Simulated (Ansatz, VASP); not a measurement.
# One calculation of Ge, two programs

INCAR

```
SYSTEM = Ge
PREC     = Accurate       ! precision mode
ENCUT    = 520            ! plane-wave cutoff, eV
EDIFF    = 1E-7           ! SCF threshold, eV
ISMEAR   = 0              ! smearing method
SIGMA    = 0.1            ! smearing width, eV
LREAL    = .False.        ! projectors in reciprocal space
LASPH    = .True.         ! aspherical terms in the spheres
NELM     = 100            ! most SCF steps
ALGO     = Normal         ! electronic algorithm
ISIF     = 2              ! what is computed and relaxed
LWAVE    = .False.        ! write WAVECAR
LCHARG   = .False.        ! write CHGCAR
GGA      = PE             ! functional
NBANDS   = 21             ! bands
```

KPOINTS

```
Automatic mesh
0
Gamma
  6 6 4
  0 0 0
```

File POSCAR:

```
Ge
1.0
    2.8973539600      0.0000000000      0.0000000000
   -1.4486769800      2.5091821300      0.0000000000
    0.0000000000      0.0000000000      5.7975997200
Ge
2
Direct
    0.0000000000      0.0000000000      0.3169148800
    0.0000000000      0.0000000000      0.6830851200
```

Input for Ansatz:

```yaml
crystal:
  lattice:
    - [2.89735396, 0.0, 0.0]
    - [-1.44867698, 2.50918213, 0.0]
    - [0.0, 0.0, 5.79759972]
  atoms:
    - { symbol: Ge, position: [0.0, 0.0, 0.31691488] }
    - { symbol: Ge, position: [0.0, 0.0, 0.68308512] }
basis:
  ecutwfc: 420
kpoints:
  mp_grid: { grid: [6, 6, 4] }
hamiltonian:
  xc: pbe
scf:
  occupations: { method: gaussian, width: 0.1 }
  lower_state_search: "off"
output:
  forces: true
  stress: true
  eigenvalues: true
```

Alike in both runs: task single point; functional PBE; k mesh 6 × 6 × 4; occupations gaussian, width 0.1 eV; no spin polarisation.

|  | VASP | Ansatz |
| --- | --- | --- |
| version | VASP 6.6.1 | Ansatz 0.2.0 |
| potentials or method | VASP PAW PBE potentials, release 64 (Ge_d) | scalar-relativistic, plane waves, PAW |
| plane-wave cutoff (eV) | 520 | 420 |
| valence electrons in the cell | 28 | 28 |

|  | VASP | Ansatz | Ansatz less VASP |
| --- | --- | --- | --- |
| gap on the k mesh at the Fermi level (eV) | none | none | - |
| pressure (GPa) | 14.6 | 14.6 | 0.00 |
| largest component of the traceless stress (GPa) | 31.36 | 31.47 | +0.113 |
| rms of the force components (eV/Å) | 3.763 | 3.765 | +0.0024 |

Atom by atom the forces differ by 0.002 eV/Å (rms over components). A gap of «none» marks a metal or a gap that the smearing closes. The functional is the same, so the differences come from potentials, cutoffs and numerics.

Caveats: the k mesh is coarse (spacing up to 0.42 Å⁻¹), so the values aren't converged; forces of over 1 eV/Å show positions far from the minimum, so gaps and moduli don't describe the material at rest.
